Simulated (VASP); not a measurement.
Set up this calculation in VASP 6.6.1, as the native input.

```yaml
Task: relaxation of cell and atoms
Functional: rev-vdW-DF2
Potentials_or_basis: VASP PAW PBE potentials, release 64 (Pt, S)
Cutoff: 600 eV
k_mesh: 9 × 9 × 5
Occupations: fermi-dirac, width 0.05 eV
Spin: no spin polarisation
Further_INCAR_settings: ALGO = Normal; EDIFF = 1e-06; IBRION = 2; EDIFFG = -0.02; NSW = 60; ISIF = 3
```

The structure of PtS2 lies in POSCAR:

```
PtS2
1.0
    3.5432000000      0.0000000000      0.0000000000
   -1.7716000000      3.0685012107      0.0000000000
    0.0000000000      0.0000000000      5.0388000000
Pt S
1 2
Direct
    0.0000000000      0.0000000000      0.0000000000
    0.6666666667      0.3333333333      0.7730000000
    0.3333333333      0.6666666667      0.2270000000
```

These files were run (other wordings do the same):

INCAR

```
AGGAC = 0.0
ALGO = Normal
EDIFF = 1E-6
EDIFFG = -0.02
ENCUT = 600
GGA = MK
IBRION = 2
ISIF = 3
ISMEAR = -1
LASPH = T
LCHARG = F
LREAL = F
LUSE_VDW = T
LWAVE = F
NELM = 100
NSW = 60
PARAM1 = 0.1234
PARAM2 = 0.711357
PREC = Accurate
SIGMA = 0.05
ZAB_VDW = -1.8867
```

KPOINTS

```
k-points
0
Gamma
  9 9 5
```

Potentials or basis: VASP PAW PBE potentials, release 64 (Pt, S).

Command:

```console
$ cat potpaw_PBE.64/Pt/POTCAR potpaw_PBE.64/S/POTCAR > POTCAR
$ mpirun -np 1 vasp_std > vasp.out
```

It gave:

```yaml
Relaxed_volume: 18.14 Å³/atom
Relaxed_cell: a = 3.588 Å, b = 3.588 Å, c = 4.881 Å, α = 90.00°, β = 90.00°, γ = 120.00°
Space_group_after_relaxing_to_0.05_Å: P-3m1 (No. 164)
Energy_gained_by_relaxing: 50.7 meV/atom
Ionic_steps: 18
Pressure_after_relaxing: 0.0 GPa
Largest_force_after_relaxing: 0.016 eV/Å
Band_gap_on_the_k_mesh: 0.38 eV, indirect (least direct gap 0.91 eV)
```

Caveat: the PAW data sets were made with another functional, which shifts forces and pressure a little; spin-orbit coupling is left out, which moves the levels of the heavy elements; an odd mesh through Γ misses points on the zone boundary, where band edges often lie.

Run time: 10 min on 1 thread of Intel(R) Xeon(R) Platinum 8488C (Sapphire Rapids) (shared host), peak memory 0.43 GiB.
